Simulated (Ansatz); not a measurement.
`BB(O)S` + `OCCO` → `BOCCO` + `OBS`  (cleavage of the B–B bond)

Gas-phase electronic energies from Ansatz, PBE0-D4/def2-TZVP geometries. CCSD(T)/CBS adds triple-zeta CCSD(T) − MP2 to the extrapolated MP2 energy (def2 sets, frozen cores). This one scheme is used for every species. DFT in def2-TZVPP. B3LYP here is the variant with VWN-RPA as its local correlation; programs differ in this. Each species was taken in one conformer, which may not be the lowest.

`BB(O)S`:

Z-matrix (Å, degrees):
```
B
B 1 1.672
H 1 1.199 2 121.6
H 1 1.199 2 121.6 3 174.1
O 2 1.359 1 131.6 3 93.1
S 2 1.826 1 113.8 3 -86.9
H 5 0.959 2 113.9 1 0.0
H 6 1.344 2 97.0 1 0.1
```

`OCCO`:

```xyz
10

O     1.156   -1.035    0.702
C    -0.188   -0.749    0.411
C    -0.377    0.709    0.062
O     0.455    1.078   -1.025
H     1.681   -0.561    0.047
H    -0.554   -1.375   -0.421
H    -0.780   -1.004    1.295
H    -0.060    1.333    0.901
H    -1.433    0.923   -0.146
H     0.101    0.681   -1.826
```

`BOCCO`:

```xyz
12

B     0.335    0.117    2.155
O     0.546    0.720    0.977
C     0.595    0.002   -0.242
C    -0.638    0.314   -1.069
O    -0.576   -0.293   -2.337
H     0.210   -1.079    2.205
H     0.283    0.818    3.122
H     1.489    0.314   -0.787
H     0.662   -1.075   -0.044
H    -0.698    1.391   -1.237
H    -1.538    0.016   -0.514
H    -0.668   -1.243   -2.230
```

`OBS`:

Cartesian coordinates in Å:
```
O 1.348 -0.286 0.577
B 0.041 -0.322 0.234
S -0.686 0.941 -0.844
H 1.849 0.448 0.211
H -0.626 -1.213 0.662
H -1.926 0.432 -0.841
```

```
             level  ΔE (kJ/mol)  difference from CCSD(T)/CBS
            PBE-D4       -157.8                          9.1
         r2SCAN-D4       -163.7                          3.2
           PBE0-D4       -159.0                          7.9
          B3LYP-D4       -168.6                         -1.7
           ωB97X-V       -165.1                          1.8
           ωB97M-V       -168.8                         -1.9
            B2PLYP       -172.6                         -5.7
               PBE       -158.9                          8.0
     HF/def2-TZVPP       -176.3                         -9.4
    MP2/def2-TZVPP       -172.4                         -5.5
     HF/def2-QZVPP       -177.2                        -10.3
    MP2/def2-QZVPP       -171.8                         -4.9
SCS-MP2/def2-QZVPP       -173.0                         -6.1
      HF/CBS(def2)       -177.3                        -10.4
     MP2/CBS(def2)       -170.8                         -3.9
    CCSD/CBS(def2)       -166.6                          0.3
       CCSD(T)/CBS       -166.9                            0
```

Largest T1 diagnostic among the species: 0.014.

In def2-TZVPP, CCSD(T) changes the Hartree–Fock value by +7.8 kJ/mol (the triples alone add −0.4 kJ/mol) and MP2 by +3.9 kJ/mol.

CCSD(T)/CBS has its own doubt, a few kJ/mol and more with outer-core shells, so smaller differences from it don't rank the levels.
